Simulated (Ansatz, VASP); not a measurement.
## One calculation of BP2, two programs

```
CELL_PARAMETERS angstrom
4.18194 0.00000 0.00000
0.00000 4.18194 0.00000
0.00000 0.00000 2.24192
ATOMIC_POSITIONS crystal
B 0.50000 0.50000 0.00000
P 0.00000 0.50000 0.00000
P 0.50000 0.00000 0.00000
```

Alike in both runs: functional PBE; k mesh 12 × 12 × 20; occupations gaussian, width 0.1 eV; no spin polarisation.

Ansatz relaxed the structure, and its values are those at the end. VASP's run is a single point on that final structure, the one shown.

```csv
,VASP,Ansatz
version,VASP 6.6.1,Ansatz 0.2.0
potentials or method,"VASP PAW PBE potentials, release 64 (B, P)","scalar-relativistic, plane waves, PAW"
plane-wave cutoff (eV),520,420
valence electrons in the cell,13,13
```

Ansatz gave:

| Property | Result |
| --- | --- |
| gap on the k mesh at the Fermi level (eV) | none |
| pressure (GPa) | 0.0 |

Which values does VASP return?

gap on the k mesh at the Fermi level (eV): none; pressure (GPa): -0.2.

A gap of «none» marks a metal or a gap that the smearing closes.
